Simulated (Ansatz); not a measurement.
`C[SiH2]O[SiH2]F` + `CCCCO` → `CCCCOC` + `F[SiH2]O[SiH3]`  (substitution at a C–Si bond)

Gas-phase electronic energies from Ansatz, PBE0-D4/def2-TZVP geometries. CCSD(T)/CBS adds triple-zeta CCSD(T) − MP2 to the extrapolated MP2 energy (def2 sets, frozen cores). DFT in def2-TZVPP. B3LYP here is the variant with VWN-RPA as its local correlation; programs differ in this. One conformer a species, not always the lowest.

`C[SiH2]O[SiH2]F`:

```xyz
12

C     0.116    0.531   -1.857
Si    0.376    1.110   -0.113
O     0.487   -0.180    0.907
Si   -0.305   -1.340    1.703
F    -1.161   -2.207    0.670
H     0.946   -0.098   -2.187
H    -0.807   -0.048   -1.941
H     0.046    1.386   -2.536
H    -0.756    1.971    0.328
H     1.642    1.873    0.018
H     0.678   -2.241    2.338
H    -1.263   -0.756    2.669
```

`CCCCO`:

Z-matrix (Å, degrees):
```
C
C 1 1.519
H 1 1.093 2 111.1
H 1 1.094 2 111.1 3 -119.6
H 1 1.092 2 111.6 3 120.2
C 2 1.520 1 112.9 3 59.6
H 2 1.096 1 109.6 3 -178.2
H 2 1.096 1 109.6 3 -62.3
C 6 1.515 2 112.9 1 179.5
H 6 1.096 2 110.1 1 -58.8
H 6 1.099 2 109.3 1 57.8
O 9 1.412 6 113.3 2 177.4
H 9 1.094 6 110.0 2 59.5
H 9 1.100 6 109.8 2 -57.9
H 12 0.961 9 108.2 6 58.9
```

`CCCCOC`:

Cartesian coordinates in Å:
```
C 1.712 1.759 -1.622
C 1.341 0.896 -0.428
C -0.048 0.293 -0.550
C -0.414 -0.566 0.637
O -1.706 -1.084 0.454
C -2.112 -1.894 1.520
H 1.009 2.588 -1.741
H 1.693 1.178 -2.548
H 2.713 2.183 -1.516
H 2.078 0.092 -0.314
H 1.400 1.494 0.488
H -0.115 -0.316 -1.458
H -0.795 1.088 -0.652
H -0.372 0.028 1.565
H 0.311 -1.389 0.751
H -3.118 -2.252 1.300
H -1.446 -2.760 1.646
H -2.132 -1.336 2.467
```

`F[SiH2]O[SiH3]`:

```xyz
9

F    -2.362   -0.118   -0.635
Si   -0.944    0.346   -1.198
O     0.233   -0.300   -0.299
Si    1.020   -0.378    1.139
H    -0.820   -0.164   -2.578
H    -0.908    1.823   -1.117
H     2.432   -0.743    0.871
H     0.386   -1.408    1.996
H     0.962    0.942    1.819
```

CCSD(T)/CBS gives +21.5 kcal/mol.

Another level gave +21.6 kcal/mol. Which?
A. HF/def2-TZVPP
B. LC-ωPBE/def2-TZVPP
C. B3LYP-D4/def2-TZVPP
D. BLYP/def2-TZVPP

B. LC-ωPBE 21.6, BLYP 19.1, B3LYP-D4 20.1, HF/def2-TZVPP 17.8 kcal/mol.

Largest T1 diagnostic among the species: 0.011.

At CCSD(T), def2-SVP lies −5.0 kcal/mol from the extrapolated value and def2-TZVPP −0.9 kcal/mol. In def2-TZVPP, CCSD(T) changes the Hartree–Fock value by +2.8 kcal/mol (the triples alone add +0.2 kcal/mol) and MP2 by +3.9 kcal/mol.

CCSD(T)/CBS has its own doubt, a few kJ/mol and more with outer-core shells, so smaller differences from it don't rank the levels.
